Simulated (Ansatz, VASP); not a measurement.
One calculation of Mg, two programs

POSCAR

```
Mg
1.0
    3.2093000000      0.0000000000      0.0000000000
   -1.6046500000      2.7793353284      0.0000000000
    0.0000000000      0.0000000000      5.2103000000
Mg
2
Direct
    0.6666666667      0.3333333333      0.7500000000
    0.3333333333      0.6666666667      0.2500000000
```

Contents of INCAR.step1:

```
ALGO     = Normal         # electronic algorithm
EDIFF    = 1E-5           # SCF threshold, eV
ENCUT    = 520            # plane-wave cutoff, eV
GGA      = PE             # functional
ISIF     = 2              # what is computed and relaxed
ISMEAR   = -1             # smearing method
LASPH    = True           # aspherical terms in the spheres
LCHARG   = False          # write CHGCAR
LREAL    = False          # projectors in reciprocal space
LWAVE    = True           # write WAVECAR
NELM     = 80             # most SCF steps
PREC     = Accurate       # precision mode
SIGMA    = 0.05           # smearing width, eV
```

File INCAR.step2:

```
AEXX     = 0.1            # exact-exchange fraction
ALGO     = Normal         # electronic algorithm
EDIFF    = 1E-6           # SCF threshold, eV
ENCUT    = 520            # plane-wave cutoff, eV
HFRCUT   = -1           
ISIF     = 2              # what is computed and relaxed
ISMEAR   = -1             # smearing method
ISTART   = 1            
LASPH    = True           # aspherical terms in the spheres
LCHARG   = False          # write CHGCAR
LHFCALC  = True           # exact exchange
LMIXTAU  = True         
LREAL    = False          # projectors in reciprocal space
LWAVE    = False          # write WAVECAR
METAGGA  = R2SCAN         # meta-GGA
NELM     = 80             # most SCF steps
PREC     = Accurate       # precision mode
PRECFOCK = Fast         
SIGMA    = 0.05           # smearing width, eV
```

File KPOINTS:

```
k-points
0
Gamma
  5 5 3
```

The input KPOINTS_OPT:

```
path GMKGALHA,LM,KH
8
line-mode
reciprocal
 0.0000000000  0.0000000000  0.0000000000  G
 0.5000000000  0.0000000000  0.0000000000  M

 0.5000000000  0.0000000000  0.0000000000  M
 0.3333333333  0.3333333333  0.0000000000  K

 0.3333333333  0.3333333333  0.0000000000  K
 0.0000000000  0.0000000000  0.0000000000  G

 0.0000000000  0.0000000000  0.0000000000  G
 0.0000000000  0.0000000000  0.5000000000  A

 0.0000000000  0.0000000000  0.5000000000  A
 0.5000000000  0.0000000000  0.5000000000  L

 0.5000000000  0.0000000000  0.5000000000  L
 0.3333333333  0.3333333333  0.5000000000  H

 0.3333333333  0.3333333333  0.5000000000  H
 0.0000000000  0.0000000000  0.5000000000  A

 0.5000000000  0.0000000000  0.5000000000  L
 0.5000000000  0.0000000000  0.0000000000  M

 0.3333333333  0.3333333333  0.0000000000  K
 0.3333333333  0.3333333333  0.5000000000  H
```

File input.yaml:

```yaml
crystal:
  lattice:
    - [3.2093, 0.0, 0.0]
    - [-1.60465, 2.7793353284, 0.0]
    - [0.0, 0.0, 5.2103]
  atoms:
    - { symbol: Mg, position: [0.6666666667, 0.3333333333, 0.75] }
    - { symbol: Mg, position: [0.3333333333, 0.6666666667, 0.25] }
hamiltonian:
  xc: r2scanh
  pseudopotentials: { kind: paw }
kpoints:
  mp_grid: { grid: [5, 5, 3] }
scf:
  occupations: { method: fermi_dirac, width: 0.05 }
output:
  forces: true
  stress: true
  eigenvalues: true
```

Alike in both runs: functional r2SCANh; k mesh 5 × 5 × 3; occupations fermi-dirac, width 0.05 eV; no spin polarisation.

```csv
,VASP,Ansatz
version,VASP 6.6.1,Ansatz 0.2.0
potentials or method,"VASP PAW PBE potentials, release 64 (Mg)",Ansatz PAW
plane-wave cutoff (eV),520,500
valence electrons in the cell,4,20
task,band structure,single point
```

|  | VASP | Ansatz | Ansatz less VASP |
| --- | --- | --- | --- |
| gap on the k mesh at the Fermi level (eV) | none | none | - |
| pressure (GPa) | -1.3 | -0.9 | +0.41 |
| largest component of the traceless stress (GPa) | 0.58 | 0.57 | -0.012 |

A gap of «none» marks a metal or a gap that the smearing closes. The functional is the same, so the differences come from potentials, cutoffs and numerics. The two sets of potentials don't hold the same shells in valence.

Caveats: the k mesh is coarse (spacing up to 0.45 Å⁻¹), so the values aren't converged, least of all with exact exchange; the PAW data sets were made with another functional, which shifts forces and pressure a little (VASP); the PAW data sets come from PBE, with cores solved anew for the run's functional, which leaves a small shift of forces and pressure (Ansatz); the thresholds are loose for stress (Ansatz).
